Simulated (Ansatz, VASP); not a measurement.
**Two plane-wave programs on ZnS**

INCAR

```
PREC = Accurate ; ENCUT = 520
EDIFF = 1E-8 ; ISMEAR = -1
SIGMA = 0.01 ; LREAL = F
LASPH = T ; NELM = 100
ALGO = Normal ; ISIF = 2
LWAVE = F ; LCHARG = F
GGA = PE ; LEFG = T
NBANDS = 16
```

File KPOINTS:

```
regular mesh
0
Gamma
  8 8 8
```

File POSCAR:

```
ZnS
1.0
    0.0000000000      2.7270034930      2.7270034930
    2.7270034930      0.0000000000      2.7270034930
    2.7270034930      2.7270034930      0.0000000000
Zn S
1 1
Direct
    0.0000000000      0.0000000000      0.0000000000
    0.7500000000      0.7500000000      0.7500000000
```

Input for Ansatz:

```yaml
crystal:
  lattice:
    - [0.0, 2.727003493, 2.727003493]
    - [2.727003493, 0.0, 2.727003493]
    - [2.727003493, 2.727003493, 0.0]
  atoms:
    - { symbol: Zn, position: [0.0, 0.0, 0.0] }
    - { symbol: S, position: [0.75, 0.75, 0.75] }
kpoints:
  mp_grid: { grid: [8, 8, 8] }
scf:
  occupations: { method: fermi_dirac, width: 0.01 }
hamiltonian:
  xc: pbe
  pseudopotentials: { kind: paw }
output:
  forces: true
  stress: true
  eigenvalues: true
  efg: { contact_densities: true }
  write_density: true
  write_potential: true
  elf: true
  volumetric_format: npy
```

Change from the starting cell: volume scaled by 1.025, PAW files.

Alike in both runs: task electric field gradients; functional PBE; k mesh 8 × 8 × 8; occupations fermi-dirac, width 0.01 eV; no spin polarisation.

|  | VASP | Ansatz |
| --- | --- | --- |
| version | VASP 6.6.1 | Ansatz 0.2.0 |
| potentials or method | VASP PAW PBE potentials, release 64 (Zn, S) | PAW with Ansatz's default frozen-core files, scalar-relativistic |
| plane-wave cutoff (eV) | 520 | 420 |
| valence electrons in the cell | 18 | 18 |

Ansatz gave:

| Property | Result |
| --- | --- |
| gap on the k mesh at the Fermi level (eV) | 1.99 |
| pressure (GPa) | -0.4 |
| Vzz of the field gradient on the site that differs most (V/Å²) | 0.0 |

Which values does VASP return?

gap on the k mesh at the Fermi level (eV): 1.99; pressure (GPa): -0.2; Vzz of the field gradient on the site that differs most (V/Å²): 0.0.

With one functional, cell and mesh, what is left measures potentials, basis and numerics.
